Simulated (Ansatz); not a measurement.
From the elastic tensor of ZnS at 8 GPa (stress–strain coefficients) to moduli and sound speeds

Method: DFT PBEsol, scalar-relativistic, plane waves, PAW (Ansatz). Plane waves to 420 eV; Γ-centred k mesh 10×10×10; fixed occupations. No spin polarisation.

It takes space group F-43m (No. 216, cubic). Conventional cell: a = 5.209 Å, b = 5.209 Å, c = 5.209 Å, α = 90.00°, β = 90.00°, γ = 90.00°. Around Zn (site symmetry -43m) lie 4 S at 2.26 Å. Around S (site symmetry -43m) lie 4 Zn at 2.26 Å.

Relaxed-ion constants (GPa, on the Cartesian axes of the calculation):
C11 = 137.8, C12 = 100.3, C13 = 100.3, C22 = 137.8, C23 = 100.3, C33 = 137.8, C44 = 47.7, C55 = 47.7, C66 = 47.7 GPa; the others vanish.

Density 4.580 g/cm³; 2 atoms in 35.33 Å³.

The values that follow are for a polycrystal of randomly turned grains, by Hill's mean where one number stands. In a crystal this anisotropic the Voigt and Reuss bounds lie far apart, so Hill's mean and the sound speeds and Debye temperature from it are rough.

With S = C⁻¹: B_V = (C11+C22+C33+2(C12+C13+C23))/9, G_V = (C11+C22+C33−C12−C13−C23+3(C44+C55+C66))/15, 1/B_R = S11+S22+S33+2(S12+S13+S23), 15/G_R = 4(S11+S22+S33−S12−S13−S23)+3(S44+S55+S66); Hill is their mean. Then v_l = √((B+4G/3)/ρ), v_t = √(G/ρ), v_m = [(2/v_t³+1/v_l³)/3]^(−1/3) and Θ = (ħ/k_B)·v_m·(6π²n/V)^(1/3) for n atoms in the volume V; E = 9BG/(3B+G), ν = (3B−2G)/(2(3B+G)) and A^U = 5G_V/G_R + B_V/B_R − 6.

```
Bulk modulus, Voigt / Reuss / Hill          : 112.8 / 112.8 / 112.8 GPa
Shear modulus, Voigt / Reuss / Hill         : 36.1 / 29.5 / 32.8 GPa
Young's modulus                             : 90 GPa
Poisson ratio                               : 0.368
Pugh ratio B/G                              : 3.44
Universal anisotropy index                  : 1.12
Longitudinal and transverse sound speeds    : 5846 and 2676 m/s
Debye temperature from the mean sound speed : 345 K
```

Cost: 1 run of about 2.4 core-minutes, on AMD EPYC 7R43 (Zen 3) (shared hosts).

Compressed ZnS resists volume change far better than shear, and its weakest response is the tetragonal shear governed by C11 − C12, well below C44 = 47.7 GPa. This follows from the open tetrahedral network: tetragonal strain is taken up mainly by bending the bond angles, which the partly ionic sp³ bonds oppose only weakly, whereas the shear measured by C44 also stretches bonds, even after the sublattices relax. The crystal is therefore stiffest in tension along the ⟨111⟩ bond directions and softest along the cube axes.

The Pugh ratio of 3.44 shouldn't be read as ductility. That rule was drawn from metals, while ZnS is normally a brittle semiconductor whose plasticity depends on dislocation motion, and pressure itself tends to raise B/G in such networks. The positive shear constants and bulk modulus show that the lattice withstands any small homogeneous strain at this pressure, but they don't settle whether zinc blende is lower in enthalpy than the denser rocksalt form.
